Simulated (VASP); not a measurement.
# TiB2: single point with PBE

Crystal: TiB2.

```
Ti B
1.0
     3.02920    0.00000    0.00000
    -1.51460    2.62336    0.00000
     0.00000    0.00000    3.22840
Ti B
1 2
Cartesian
  0.0000 0.0000 0.0000
  0.0000 1.7489 1.6142
  1.5146 0.8745 1.6142
```

```
Program                : VASP 6.6.1
Task                   : single point
Functional             : PBE
Potentials or basis    : VASP PAW PBE potentials, release 64 (Ti_sv, B)
Cutoff                 : 520 eV
k mesh                 : 12 × 12 × 10
Occupations            : gaussian, width 0.1 eV
Spin                   : no spin polarisation
Further INCAR settings : ALGO = Normal; EDIFF = 1e-07; NBANDS = 16
```

```yaml
Pressure: 0.4 GPa
Band_gap_on_the_k_mesh: none (metal or under the smearing width)
```

Stress tensor (GPa, compression positive):
```
 0.71  0.00  0.00
 0.00  0.71  0.00
 0.00  0.00 -0.14
```

Levels at points of the mesh, in eV from the Fermi level:
| k point | band 7 | band 8 | band 9 | band 10 | band 11 | band 12 |
| --- | --- | --- | --- | --- | --- | --- |
| (0.00, 0.00, 0.00) | -2.62 | -2.35 | -2.14 | 1.87 | 1.87 | 3.63 |
| (0.50, 0.00, 0.00) | -3.29 | -3.24 | -2.28 | 1.31 | 2.72 | 3.19 |
| (0.00, 0.00, 0.50) | -0.57 | -0.57 | -0.20 | -0.20 | 0.41 | 0.41 |
| (0.50, 0.00, 0.50) | -4.66 | -3.84 | -3.17 | 2.46 | 2.89 | 4.44 |

It took 19 s on 1 thread of Intel(R) Xeon(R) Platinum 8488C (Sapphire Rapids), with other jobs on the host, peak memory 0.17 GiB.
